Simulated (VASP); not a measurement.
CuO:

```
CELL_PARAMETERS angstrom
2.55255 0.00000 0.00000
0.00000 2.55255 0.00000
0.00000 0.00000 2.55255
ATOMIC_POSITIONS crystal
Cu 0.00000 0.00000 0.00000
O 0.50000 0.50000 0.50000
```

Measurements of this composition are mostly on another form, of space group No. 15.

Base run:

* Program: VASP 6.6.1
* Functional: r2SCAN
* Potentials or basis: VASP PAW PBE potentials, release 64 (Cu, O)
* Cutoff: 520 eV
* k mesh: 7 × 7 × 7
* Occupations: gaussian, width 0.05 eV
* Spin: collinear spin, random start
* Starting moments: [0.33, 0.0] μB
* Hubbard terms: Cu d U = 7 eV

Its results: band gap on the k mesh none (metal or under the smearing width); pressure 7.8 GPa; net moment 1.00 μB per cell.

Question: The run is repeated on the same cell with these changes: hubbard terms from Cu d U = 7 eV to Cu d U = 4 eV; moments at the start from [0.33, 0.0] to [0.01, 0.0]. What comes out?

Answer: Band gap on the k mesh none (metal or under the smearing width); pressure 8.1 GPa; net moment 0.00 μB per cell.

Caveats: the PAW data sets were made with another functional, which shifts forces and pressure a little; a cell with one magnetic atom can't hold antiferromagnetic order, which such compounds often take (some runs).
